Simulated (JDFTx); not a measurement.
# Bi (R-3m) in JDFTx: notebook

One crystal, Bi, is run at these levels: LDA, PBEsol; tasks: single point.

Program: JDFTx 1.7.0 (patched build). These are calculated values, not measurements. Logs are shortened: lines on timing, memory, paths and dates and some standing lists are left out, and cuts for length are marked. The log counts tension as positive stress, the text compression.

## 1. The crystal as given

Symmetry: R-3m, No. 166, trigonal system. The conventional cell has a = 4.535 Å, b = 4.535 Å, c = 11.814 Å, α = 90.00°, β = 90.00°, γ = 120.00°. Bi (site symmetry 3m) is surrounded by 6 Bi at 3.06 to 3.52 Å.

## 2. Single point, LDA

The input, Bi.in:

```
lattice \
    2.2675000000    -2.2675000000     0.0000000000 \
    1.3091417354     1.3091417354    -2.6182834708 \
    3.9380000000     3.9380000000     3.9380000000
latt-scale 1.889726124626 1.889726124626 1.889726124626
coords-type Lattice
ion Bi     0.7660000000     0.7660000000     0.7660000000 1
ion Bi     0.2340000000     0.2340000000     0.2340000000 1

ion-species pseudo/Bi.upf
elec-cutoff 35 280
elec-ex-corr lda-PW
kpoint-folding 7 7 7
elec-smearing Gauss 0.00036749322
elec-n-bands 22
electronic-SCF nIterations 100 energyDiffThreshold 1e-09
electronic-minimize nIterations 30 energyDiffThreshold 1e-7
converge-empty-states yes
forces-output-coords Cartesian

dump-name run.$VAR
dump End Ecomponents EigStats BandEigs Kpoints Forces Stress
```

Potentials or basis: PseudoDojo-SR-LDA-0.4.1-standard with smoothed tails.

Command:

```console
$ jdftx -c 1 -i Bi.in -o Bi.out
```

Output:

```text
*************** JDFTx 1.7.0 (patched build) ***************

Input parsed successfully to the following command list (including defaults):
[... the input with its defaults ...]

---------- Setting up symmetries ----------

Non-trivial transmission matrix:
[   1   0   0  ]
[  -1   1   0  ]
[   0  -1   1  ]
with reduced lattice vectors:
[      8.569908     -4.284954      0.000000  ]
[      0.000000      7.421758     -4.947839  ]
[      0.000000      0.000000      7.441741  ]

Found 12 point-group symmetries of the bravais lattice
Found 12 space-group symmetries with basis
Applied RMS atom displacement 0 bohrs to make symmetries exact.

---------- Initializing the Grid ----------
R =
[      4.28495     -4.28495            0  ]
[      2.47392      2.47392     -4.94784  ]
[      7.44174      7.44174      7.44174  ]
unit cell volume = 473.323
G =
[   0.733168   0.423295   0.281439  ]
[  -0.733168   0.423295   0.281439  ]
[ -2.65618e-18   -0.84659   0.281439  ]
Minimum fftbox size, Smin = [  68  68  68  ]
Chosen fftbox size, S = [  70  70  70  ]

---------- Initializing tighter grid for wavefunction operations ----------
R =
[      4.28495     -4.28495            0  ]
[      2.47392      2.47392     -4.94784  ]
[      7.44174      7.44174      7.44174  ]
unit cell volume = 473.323
G =
[   0.733168   0.423295   0.281439  ]
[  -0.733168   0.423295   0.281439  ]
[ -2.65618e-18   -0.84659   0.281439  ]
Minimum fftbox size, Smin = [  48  48  48  ]
Chosen fftbox size, S = [  48  48  48  ]

---------- Exchange Correlation functional ----------
Initalized Slater LDA exchange.
Initalized Perdew-Wang LDA correlation.

---------- Setting up pseudopotentials ----------
Width of ionic core gaussian charges (only for fluid interactions / plotting) set to 0

Reading pseudopotential file 'pseudo/Bi.upf':
  'Bi' pseudopotential, 'SLA  PW   NOGX NOGC' functional
  Generated using ONCVPSP code by D. R. Hamann
  15 valence electrons, 3 orbitals, 6 projectors, 1001 radial grid points, with lMax = 2
    5D    l: 2   occupation: 10.0   eigenvalue: -0.999159
    6S    l: 0   occupation:  2.0   eigenvalue: -0.542357
    6P    l: 1   occupation:  3.0   eigenvalue: -0.175243
  Core radius for overlap checks: 2.36 bohrs.

Initialized 1 species with 2 total atoms.

Folded 1 k-points by 7x7x7 to 343 k-points.

---------- Setting up k-points, bands, fillings ----------
Reduced to 44 k-points under symmetry.
Computing the number of bands and number of electrons
Calculating initial fillings.
nElectrons:  30.000000   nBands: 22   nStates: 44

----- Setting up reduced wavefunction bases (one per k-point) -----
average nbasis = 4681.280 , ideal nbasis = 4681.161

---------- Setting up ewald sum ----------
Optimum gaussian width for ewald sums = 2.819641 bohr.
Real space sum over 1331 unit cells with max indices [  5  5  5  ]
Reciprocal space sum over 2197 terms with max indices [  6  6  6  ]

---------- Allocating electronic variables ----------
Initializing wave functions:  linear combination of atomic orbitals
Note: number of bands (22) exceeds available atomic orbitals (18)
Bi pseudo-atom occupations:   s ( 2 )  p ( 3 )  d ( 10 )
	FillingsUpdate:  mu: +0.360564658  nElectrons: 30.000000
LCAOMinimize: Iter:   0  F: -142.9389212540662584  |grad|_K:  2.137e-04  alpha:  1.000e+00
	FillingsUpdate:  mu: +0.360553038  nElectrons: 30.000000
LCAOMinimize: Iter:   1  F: -142.9392364278294565  |grad|_K:  8.315e-06  alpha:  6.489e-01  linmin:  2.370e-03  cgtest: -2.993e-03
	FillingsUpdate:  mu: +0.360542130  nElectrons: 30.000000
LCAOMinimize: Iter:   2  F: -142.9392371204833978  |grad|_K:  2.394e-07  alpha:  9.415e-01  linmin:  1.493e-02  cgtest: -3.230e-02
	FillingsUpdate:  mu: +0.360542565  nElectrons: 30.000000
LCAOMinimize: Iter:   3  F: -142.9392371210364558  |grad|_K:  9.773e-09  alpha:  9.045e-01  linmin: -2.071e-03  cgtest:  6.912e-02
LCAOMinimize: Encountered beta<0, resetting CG.
LCAOMinimize: Converged (|Delta F|<1.000000e-06 for 2 iters).

-------- Electronic minimization -----------
Will mix electronic density at each iteration.
	FillingsUpdate:  mu: +0.360542565  nElectrons: 30.000000
	FillingsUpdate:  mu: +0.348447322  nElectrons: 30.000000
SCF: Cycle:  0   F: -142.968043046775847   dF: -2.881e-02   |Residual|: 3.197e-02   |deigs|: 1.025e-01
	FillingsUpdate:  mu: +0.348027406  nElectrons: 30.000000
SCF: Cycle:  1   F: -142.969561518107582   dF: -1.518e-03   |Residual|: 1.384e-02   |deigs|: 6.046e-03
	FillingsUpdate:  mu: +0.347996056  nElectrons: 30.000000
SCF: Cycle:  2   F: -142.969735819339064   dF: -1.743e-04   |Residual|: 5.380e-03   |deigs|: 1.387e-03
	FillingsUpdate:  mu: +0.348110090  nElectrons: 30.000000
SCF: Cycle:  3   F: -142.969739925311103   dF: -4.106e-06   |Residual|: 1.161e-03   |deigs|: 1.836e-04
	FillingsUpdate:  mu: +0.348138017  nElectrons: 30.000000
SCF: Cycle:  4   F: -142.969741455045295   dF: -1.530e-06   |Residual|: 3.891e-04   |deigs|: 8.220e-05
	FillingsUpdate:  mu: +0.348166437  nElectrons: 30.000000
SCF: Cycle:  5   F: -142.969741730650526   dF: -2.756e-07   |Residual|: 1.025e-04   |deigs|: 1.019e-04
	FillingsUpdate:  mu: +0.348179086  nElectrons: 30.000000
SCF: Cycle:  6   F: -142.969741785874135   dF: -5.522e-08   |Residual|: 6.666e-05   |deigs|: 5.305e-05
	FillingsUpdate:  mu: +0.348179323  nElectrons: 30.000000
SCF: Cycle:  7   F: -142.969741802470310   dF: -1.660e-08   |Residual|: 2.521e-05   |deigs|: 8.815e-05
	FillingsUpdate:  mu: +0.348180025  nElectrons: 30.000000
SCF: Cycle:  8   F: -142.969741806701791   dF: -4.231e-09   |Residual|: 5.671e-06   |deigs|: 1.128e-04
	FillingsUpdate:  mu: +0.348180102  nElectrons: 30.000000
SCF: Cycle:  9   F: -142.969741807970223   dF: -1.268e-09   |Residual|: 2.014e-06   |deigs|: 6.088e-05
	FillingsUpdate:  mu: +0.348180158  nElectrons: 30.000000
SCF: Cycle: 10   F: -142.969741808291474   dF: -3.213e-10   |Residual|: 1.392e-06   |deigs|: 2.505e-05
	FillingsUpdate:  mu: +0.348180164  nElectrons: 30.000000
SCF: Cycle: 11   F: -142.969741808413687   dF: -1.222e-10   |Residual|: 5.869e-07   |deigs|: 2.727e-05
SCF: Converged (|Delta E|<1.000000e-09 for 2 iters).

Setting wave functions to eigenvectors of Hamiltonian
Converging empty states (this may take a while): |deigs|: 9.122e-05

# Stress tensor in Cartesian coordinates [Eh/a0^3]:
[  5.01621e-05            0            0  ]
[            0  5.01621e-05            0  ]
[            0            0  5.79356e-05  ]

# Ionic positions in lattice coordinates:
ion Bi   0.766000000000000   0.766000000000000   0.766000000000000 1
ion Bi   0.234000000000000   0.234000000000000   0.234000000000000 1

# Forces in Cartesian coordinates:
force Bi   0.000000000000001   0.000000000000000  -0.001144301511232 1
force Bi  -0.000000000000000  -0.000000000000000   0.001144301511232 1

# Energy components:
   Eewald =     -102.6603808730147733
       EH =       35.3092266062275186
     Eloc =     -101.5383288464082483
      Enl =      -30.1805901827353331
      Exc =      -42.7899242311363963
 Exc_core =       20.8720314261610866
       KE =       78.0182242924924907
-------------------------------------
     Etot =     -142.9697418084136871
       TS =        0.0000000000000001
-------------------------------------
        F =     -142.9697418084136871

IonicMinimize: Iter:   0  F: -142.969741808413687  |grad|_K:  6.607e-04
IonicMinimize: None of the convergence criteria satisfied after 0 iterations.

#--- Lowdin population analysis ---
# oxidation-state Bi +0.021 +0.021

Dumping 'run.eigStats' ...
	eMin: -0.487953 at state 0 ( [ +0.000000 +0.000000 +0.000000 ] spin 0 )
	HOMO: +0.342031 at state 35 ( [ +0.285714 +0.285714 +0.428571 ] spin 0 )
	mu  : +0.348180
	LUMO: +0.351844 at state 3 ( [ +0.000000 +0.000000 +0.428571 ] spin 0 )
	eMax: +0.754240 at state 28 ( [ +0.142857 +0.428571 -0.428571 ] spin 0 )
	HOMO-LUMO gap: +0.009813
	Optical gap  : +0.019271 at state 3 ( [ +0.000000 +0.000000 +0.428571 ] spin 0 )
Done!
```

Run time: 3.3 min. Hardware: 1 thread of Arm Neoverse V2, shared host; peak memory 0.25 GiB.

Results:

* Free energy: -3890.4049 eV
* Pressure: -1.6 GPa
* Largest force: 0.059 eV/Å
* Band gap on the k mesh: 0.27 eV, indirect (least direct gap 0.52 eV)

Forces on the atoms (eV/Å):
```
Bi   0.000  0.000 -0.059
Bi   0.000  0.000  0.059
```

Levels at points of the mesh, in eV from the valence-band top:
```
           k point  band 11  band 12  band 13  band 14  band 15  band 16  band 17  band 18  band 19
(0.00, 0.00, 0.00)   -12.91    -7.31    -1.21    -0.95    -0.95     2.77     3.23     3.23     5.97
```

Caveat: spin-orbit coupling is left out, which as a rule narrows the gap of such compounds by several tenths of an eV; an odd mesh through Γ misses points on the zone boundary, where band edges often lie.

## 3. Single point, PBEsol

The input, Bi.in:

```
lattice \
    4.2849539876    -4.2849539876     0.0000000000 \
    2.4739193382     2.4739193382    -4.9478386764 \
    7.4417414788     7.4417414788     7.4417414788
coords-type Cartesian
ion Bi     0.0000000000     0.0000000000    17.1011219182 1
ion Bi     0.0000000000     0.0000000000     5.2241025181 1

ion-species pseudo/Bi.upf
elec-cutoff 33 264
elec-ex-corr gga-PBEsol
kpoint-folding 7 7 7
elec-smearing Gauss 0.00036749322
elec-n-bands 22
electronic-SCF nIterations 100 energyDiffThreshold 1e-09
electronic-minimize nIterations 30 energyDiffThreshold 1e-7
converge-empty-states yes
forces-output-coords Cartesian

dump-name run.$VAR
dump End Ecomponents EigStats BandEigs Kpoints Forces Stress
```

Potentials or basis: PseudoDojo-SR-PBEsol-0.4.1-standard with smoothed tails.

Command:

```console
$ jdftx -c 1 -i Bi.in -o Bi.out
```

Wall time 3.3 min (1 thread of Arm Neoverse V2, shared host); peak memory 0.24 GiB.

Results (log left out):

```
Free energy            : -3883.8531 eV
Pressure               : -0.3 GPa
Largest force          : 0.147 eV/Å
Band gap on the k mesh : 0.26 eV, indirect (least direct gap 0.52 eV)
```

Forces in eV/Å, atoms in the order of the input:
```
Bi   0.000  0.000 -0.147
Bi   0.000  0.000  0.147
```

Stress tensor (GPa, compression positive):
```
-0.23  0.00  0.00
 0.00 -0.23  0.00
 0.00  0.00 -0.52
```

Levels at points of the mesh, in eV from the valence-band top:
| k point | band 11 | band 12 | band 13 | band 14 | band 15 | band 16 | band 17 | band 18 | band 19 |
| --- | --- | --- | --- | --- | --- | --- | --- | --- | --- |
| (0.00, 0.00, 0.00) | -12.87 | -7.21 | -1.21 | -0.94 | -0.94 | 2.78 | 3.26 | 3.26 | 5.90 |

Caveat: spin-orbit coupling is left out, which as a rule narrows the gap of such compounds by several tenths of an eV; an odd mesh through Γ misses points on the zone boundary, where band edges often lie.

## 4. The reference run

An earlier run on the cell as given: functional PBEsol; potentials or basis PseudoDojo-SR-PBEsol-0.4.1-standard with smoothed tails; cutoff 898 eV; density cutoff 7184 eV; k mesh 7 × 7 × 7; occupations fermi-dirac, width 0.05 eV; no spin polarisation.

* Pressure: -0.3 GPa
* Largest force: 0.148 eV/Å
* Band gap on the k mesh: 0.26 eV, indirect (least direct gap 0.52 eV)

## 5. The runs side by side

```csv
level,potentials or basis,cutoff (eV),smearing,gap on the mesh (eV),pressure (GPa),largest force (eV/Å)
LDA,PseudoDojo-SR-LDA-0.4.1-standard with smoothed tails,952,gaussian 0.02 eV,0.27,-1.6,0.06
PBEsol,PseudoDojo-SR-PBEsol-0.4.1-standard with smoothed tails,898,gaussian 0.02 eV,0.26,-0.3,0.15
PBEsol,PseudoDojo-SR-PBEsol-0.4.1-standard with smoothed tails,898,fermi-dirac 0.05 eV,0.26,-0.3,0.15
```

Alike in all rows: task single point; no spin polarisation; cell as given; k mesh 7 × 7 × 7.

Caveats: spin-orbit coupling is left out, which as a rule narrows the gap of such compounds by several tenths of an eV; an odd mesh through Γ misses points on the zone boundary, where band edges often lie.

Total energies depend on the potentials used, so only differences within one code and one set of settings carry meaning.
